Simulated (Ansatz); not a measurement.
Ge:

```xyz
2
Lattice="0.0000 2.8289 2.8289 2.8289 0.0000 2.8289 2.8289 2.8289 0.0000" Properties=species:S:1:pos:R:3 pbc="T T T"
Ge    4.2434    4.2434    4.2434
Ge    2.8289    2.8289    2.8289
```

Base run:

```yaml
Program: Ansatz 0.2.0
Functional: PBE0 form with a typed share of exact exchange
Potentials_or_basis: Ansatz PAW
Cutoff: "420 eV (not typed: the program's choice for these potentials)"
k_mesh: 5 × 5 × 5
Occupations: fermi-dirac, width 0.05 eV
Spin: no spin polarisation
```

Its results: band gap on the k mesh 2.09 eV, indirect (least direct gap 2.15 eV); pressure -0.2 GPa.

The run is repeated on the same cell with these changes: functional from PBE0 form with a typed share of exact exchange to PBE0; share of exact exchange from 0.35 to 0.25. What comes out?

Band gap on the k mesh 1.50 eV, direct; pressure 0.8 GPa.

Caveats: odd divisions of the mesh miss points on the zone boundary, where band edges often lie, so the gap on the mesh can be too wide; the PAW data sets come from PBE, with cores solved anew for the run's functional, which leaves a small shift of forces and pressure; the thresholds are loose for stress.

A k mesh can miss the band edges.
